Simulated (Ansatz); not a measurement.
# Sc (Fm-3m) in Ansatz: further runs

The runs below take Sc through single point, with PBE.

All numbers are computed with Ansatz 0.2.0; they aren't measurements. Logs are shortened: lines on timing, memory, paths and dates and some standing lists are left out, and cuts for length are marked.

## Step 1: Starting point

The structure is cubic, space group Fm-3m (No. 225). The conventional cell has a = 4.520 Å, b = 4.520 Å, c = 4.520 Å, α = 90.00°, β = 90.00°, γ = 90.00°. Around Sc (site symmetry m-3m) lie 12 Sc at 3.20 Å.

This isn't the form of Sc at room conditions, which is hcp.

## Step 2: Single point, PBE, 21.70 Å³/atom (volume scaled by 0.94)

input.yaml

```yaml
crystal:
  lattice:
    - [0.0, 2.2138646057, 2.2138646057]
    - [2.2138646057, 0.0, 2.2138646057]
    - [2.2138646057, 2.2138646057, 0.0]
  atoms:
    - { symbol: Sc, position: [0.0, 0.0, 0.0] }
kpoints:
  mp_grid: { grid: [10, 10, 10] }
scf:
  occupations: { method: fermi_dirac, width: 0.05 }
hamiltonian:
  xc: pbe
  pseudopotentials: { kind: all_electron, lapw: { basis_error: 0.0005 } }
output:
  forces: true
  stress: true
  eigenvalues: true
```

Potentials or basis: all-electron LAPW, scalar-relativistic.

The run is started by

```console
> ansatz run input.yaml --threads 1 --pin off --max-ram 2560MiB --backend cpu --events-out ev --progress --plain --runs-dir out
```

What it wrote:

```text
Warning: RAYON_NUM_THREADS=1 ignored (pool sized by the plan → 1); use --threads N
LAPW: plane waves up to 7.180 Å⁻¹, error target 5.0e-4 eV per atom; small_component_spin mean_spin; Sc in spheres of 1.565 Å, 11 of its electrons in bands, Dirac shells [] (how accurate: hamiltonian.pseudopotentials.lapw.basis_error, Limitations)
Engine: ansatz 0.2.0, x86_64-unknown-linux-gnu
Pseudopotentials: kind: all_electron
Pseudopotential: Sc, LAPW, valence charge 11, lapw/all_electron/scalar/gaussian/Sc, Koelling and Harmon's equation, gaussian nucleus
Functional definition: PBE
  parameter kappa = 0.804
  parameter beta = 0.06672455060314922
  exchange = pbe_x(kappa = kappa, mu = beta*pi^2/3)
  correlation = pbe_c(beta = beta)
Crystal: 1 atoms, lattice volume = 21.701 Å³
Basis set: ecut = 196.3960228721653 eV, 137 PW (Γ), exchange–correlation at level 2
Bands: 10, of which v1, the nominal top of the filled ones, is band 6 counted from 1 (5 counted from 0)
Symmetry: 48 space group operations
Space group: Fm-3m (ITA 225), of the structure as read, at distance tolerance 2.8e-5 Å
k-points: 47 of 1000
Non-local potential: Sc, projectors of the file, none
Initial density: superposition of atomic densities (chi_scale 0.1, normalization cell)
Initial wavefunctions: plane waves of lowest kinetic energy (no species holds an atomic orbital)
Functional: x = pbe(κ = 0.804, μ = 0.2195149727645171), c = pbe(β = 0.06672455060314922)
iter 1 solved again at ethr=2.11e-4 eV; its pass at ethr=1.00e-1 eV (dr2=2.32e-2 eV) is discarded
SCF iter   1: F=—  HF=-20795.475634 eV  |F-HF|=—  |Δ(HF+E_count)|=         —  Δρ=1.07e-2  dr2=2.35e-2  ethr=2.11e-4  ⟨swp⟩=2.9  Hψ=3539  notcnv=0
preconditioner: auto → none  [metal: Δε(μ)=0.031 eV  Ē_g=4.507 eV  σ=0.050 eV  W_gap=0.15  n_scr=0 (ndim 8)  ℏωp=13.8 eV  f_vac=0.000  D(μ)=1.85/eV (n_scr^D=14)]
iter 2 solved again at ethr=1.52e-5 eV; its pass at ethr=2.11e-4 eV (dr2=1.67e-3 eV) is discarded
SCF iter   2: F=—  HF=-20795.443178 eV  |F-HF|=—  |Δ(HF+E_count)|=   3.25e-2  Δρ=3.00e-3  dr2=1.68e-3  ethr=1.52e-5  ⟨swp⟩=2.0  Hψ=2477  notcnv=0
SCF iter   3: F=—  HF=-20795.443290 eV  |F-HF|=—  |Δ(HF+E_count)|=   1.12e-4  Δρ=1.58e-3  dr2=4.44e-4  ethr=1.52e-5  ⟨swp⟩=2.0  Hψ=1353  notcnv=0
SCF iter   4: F=—  HF=-20795.443479 eV  |F-HF|=—  |Δ(HF+E_count)|=   1.88e-4  Δρ=1.05e-4  dr2=1.92e-6  ethr=4.03e-6  ⟨swp⟩=2.0  Hψ=1353  notcnv=0
SCF iter   5: F=-20795.443480 eV  HF=-20795.443480 eV  |F-HF|=3.14e-8  |Δ(HF+E_count)|=   1.79e-6  Δρ=5.86e-6  dr2=6.95e-9  ethr=1.75e-8  ⟨swp⟩=2.4  Hψ=1378  notcnv=0
SCF 1 converged in 5 iterations: F = -20795.443480 eV  dr2 = 6.95e-9
SCF converged after 5 iterations
Free energy (F): -20795.443480 eV
Harris-Foulkes:  -20795.443480 eV  (|F-HF|=3.14e-8)
Internal energy: -20795.428135 eV  (E = F + TS)
E sigma→0 (E₀):  -20795.435808 eV
Entropy (-TS):   -0.015346 eV (-15.346 meV/atom)
Fermi energy:    11.200668 eV
--- Per-component energies (eV) ---
  E_band       = -144.954308
  E_kinetic    = 20979.709739
  E_xc         = -1064.545113
  E_electrostatic = -40710.592760  (all electrons and nuclei)
  E_smearing   = -0.015346  (= −TS)
  E_closure    = 0.000000  (closes the sum)
  E_atoms      = -20790.993794  (free atoms, spherical and without spin; not in F)
  Σ components = -20795.443480   (vs F -20795.443480, Δ=0.00e0)
  Basis errors (estimates in eV, not in F): energy 3.8e-5 per atom: plane waves 3.2e-5 (1.6e-5 summed), levels above the bands 1.6e-66, relativity 5.8e-9, radial functions 6.2e-6, core shells 1.4e-8; eigenvalues (radial functions only) 5.6e-7; not estimated: angular momenta, meshes, grids; target (lapw.basis_error) 5.0e-4; muffin-tin radii Sc 1.565 Å
--- Forces (eV/Å), atoms counted from 1 ---
  atom   1  Sc     0.00000000     0.00000000    -0.00000000
  max |Σ_I F_I| component: 3.70e-32 eV/Å
--- Stress (GPa, compression-positive) ---
        8.070371       0.000000       0.000000
        0.000000       8.070371       0.000000
        0.000000       0.000000       8.070371
  P = ⅓ Tr σ = 8.0704 GPa (80.704 kbar)
--- Band table (eV; the first three rows and the last of 47) ---
  k-point 0: bands = ["-37.8934", "-16.2150", "-16.2150", "-16.2150", "5.8098", "12.9661", "12.9661", "12.9661", "14.5954", "14.5954"]
  k-point 1: bands = ["-37.8837", "-16.2751", "-16.2224", "-16.2224", "6.0917", "12.7493", "13.0699", "13.0699", "14.5212", "14.5212"]
  k-point 2: bands = ["-37.8584", "-16.4301", "-16.2418", "-16.2418", "6.8779", "12.2578", "13.2207", "13.2207", "14.5002", "14.5002"]
  k-point 46: bands = ["-37.7582", "-16.6594", "-16.5505", "-16.4350", "10.2623", "11.0901", "11.9185", "14.2252", "15.9363", "18.2835"]
```

Wall time 2.3 s (1 thread of Intel Xeon 6975P-C (Granite Rapids), shared host); peak memory 0.25 GiB.

What came out:

| Item | Value |
| --- | --- |
| Free energy | -20795.4435 eV |
| Pressure | 8.1 GPa |
| Band gap on the k mesh | none (metal or under the smearing width) |

## Step 3: Single point, PBE, 22.16 Å³/atom (volume scaled by 0.96)

Edit input.yaml of step 2 so:

```diff
@@ -2,5 +2,5 @@
   lattice:
-    - [0.0, 2.2138646057, 2.2138646057]
-    - [2.2138646057, 0.0, 2.2138646057]
-    - [2.2138646057, 2.2138646057, 0.0]
+    - [0.0, 2.2294557152, 2.2294557152]
+    - [2.2294557152, 0.0, 2.2294557152]
+    - [2.2294557152, 2.2294557152, 0.0]
   atoms:
```

Potentials or basis: all-electron LAPW, scalar-relativistic.

The run is started by

```console
> ansatz run input.yaml --threads 1 --pin off --max-ram 2560MiB --backend cpu --events-out ev --progress --plain --runs-dir out
```

Wall time 2.3 s (1 thread of Intel Xeon 6975P-C (Granite Rapids), shared host); peak memory 0.25 GiB.

Results (log left out):

* Free energy: -20795.4645 eV
* Pressure: 6.5 GPa
* Band gap on the k mesh: none (metal or under the smearing width)

## Step 4: Single point, PBE, 22.62 Å³/atom (volume scaled by 0.98)

Edit input.yaml of step 3 so:

```diff
@@ -2,5 +2,5 @@
   lattice:
-    - [0.0, 2.2294557152, 2.2294557152]
-    - [2.2294557152, 0.0, 2.2294557152]
-    - [2.2294557152, 2.2294557152, 0.0]
+    - [0.0, 2.2448317577, 2.2448317577]
+    - [2.2448317577, 0.0, 2.2448317577]
+    - [2.2448317577, 2.2448317577, 0.0]
   atoms:
```

The run is started by

```console
> ansatz run input.yaml --threads 1 --pin off --max-ram 2560MiB --backend cpu --events-out ev --progress --plain --runs-dir out
```

Run time: 2.6 s. Hardware: 1 thread of Intel Xeon 6975P-C (Granite Rapids), shared host; peak memory 0.25 GiB.

It converged, with:

| Item | Value |
| --- | --- |
| Free energy | -20795.4813 eV |
| Pressure | 5.1 GPa |
| Band gap on the k mesh | none (metal or under the smearing width) |

## Step 5: Single point, PBE, 23.09 Å³/atom

Edit input.yaml of step 4 so:

```diff
@@ -2,5 +2,5 @@
   lattice:
-    - [0.0, 2.2448317577, 2.2448317577]
-    - [2.2448317577, 0.0, 2.2448317577]
-    - [2.2448317577, 2.2448317577, 0.0]
+    - [0.0, 2.26, 2.26]
+    - [2.26, 0.0, 2.26]
+    - [2.26, 2.26, 0.0]
   atoms:
```

The run is started by

```console
> ansatz run input.yaml --threads 1 --pin off --max-ram 2560MiB --backend cpu --events-out ev --progress --plain --runs-dir out
```

Wall time 2.6 s (1 thread of Intel Xeon 6975P-C (Granite Rapids), shared host); peak memory 0.26 GiB.

The run converged. Its results:

| Property | Result |
| --- | --- |
| Free energy | -20795.4941 eV |
| Pressure | 3.8 GPa |
| Band gap on the k mesh | none (metal or under the smearing width) |

## Step 6: Single point, PBE, 23.55 Å³/atom (volume scaled by 1.02)

Edit input.yaml of step 5 so:

```diff
@@ -2,5 +2,5 @@
   lattice:
-    - [0.0, 2.26, 2.26]
-    - [2.26, 0.0, 2.26]
-    - [2.26, 2.26, 0.0]
+    - [0.0, 2.2749673236, 2.2749673236]
+    - [2.2749673236, 0.0, 2.2749673236]
+    - [2.2749673236, 2.2749673236, 0.0]
   atoms:
```

Potentials or basis: all-electron LAPW, scalar-relativistic.

The run is started by

```console
> ansatz run input.yaml --threads 1 --pin off --max-ram 2560MiB --backend cpu --events-out ev --progress --plain --runs-dir out
```

Run time: 2.4 s. Hardware: 1 thread of Intel Xeon 6975P-C (Granite Rapids), shared host; peak memory 0.25 GiB.

It converged, with:

```
Free energy            : -20795.5032 eV
Pressure               : 2.6 GPa
Band gap on the k mesh : none (metal or under the smearing width)
```

## Step 7: Single point, PBE, 24.01 Å³/atom (volume scaled by 1.04)

Edit input.yaml of step 6 so:

```diff
@@ -2,5 +2,5 @@
   lattice:
-    - [0.0, 2.2749673236, 2.2749673236]
-    - [2.2749673236, 0.0, 2.2749673236]
-    - [2.2749673236, 2.2749673236, 0.0]
+    - [0.0, 2.2897402526, 2.2897402526]
+    - [2.2897402526, 0.0, 2.2897402526]
+    - [2.2897402526, 2.2897402526, 0.0]
   atoms:
```

The run is started by

```console
> ansatz run input.yaml --threads 1 --pin off --max-ram 2560MiB --backend cpu --events-out ev --progress --plain --runs-dir out
```

It took 3.1 s on 1 thread of Intel Xeon 6975P-C (Granite Rapids), shared host; peak memory 0.25 GiB.

Results (log left out):

- Free energy: -20795.5090 eV
- Pressure: 1.5 GPa
- Band gap on the k mesh: none (metal or under the smearing width)

## Step 8: Single point, PBE, 24.47 Å³/atom (volume scaled by 1.06)

Edit input.yaml of step 7 so:

```diff
@@ -2,5 +2,5 @@
   lattice:
-    - [0.0, 2.2897402526, 2.2897402526]
-    - [2.2897402526, 0.0, 2.2897402526]
-    - [2.2897402526, 2.2897402526, 0.0]
+    - [0.0, 2.3043249787, 2.3043249787]
+    - [2.3043249787, 0.0, 2.3043249787]
+    - [2.3043249787, 2.3043249787, 0.0]
   atoms:
```

The run is started by

```console
> ansatz run input.yaml --threads 1 --pin off --max-ram 2560MiB --backend cpu --events-out ev --progress --plain --runs-dir out
```

It took 2 s on 1 thread of Intel Xeon 6975P-C (Granite Rapids), shared host; peak memory 0.25 GiB.

It converged, with:

- Free energy: -20795.5117 eV
- Pressure: 0.4 GPa
- Band gap on the k mesh: none (metal or under the smearing width)

## Step 9: The reference run

An earlier run on the cell as given: functional PBE; potentials or basis all-electron LAPW, scalar-relativistic; cutoff 174 eV (chosen from the basis error); basis error allowed 0.001 eV/atom; k mesh 10 × 10 × 10; occupations fermi-dirac, width 0.05 eV; no spin polarisation.

* Pressure: 3.8 GPa
* Band gap on the k mesh: none (metal or under the smearing width)
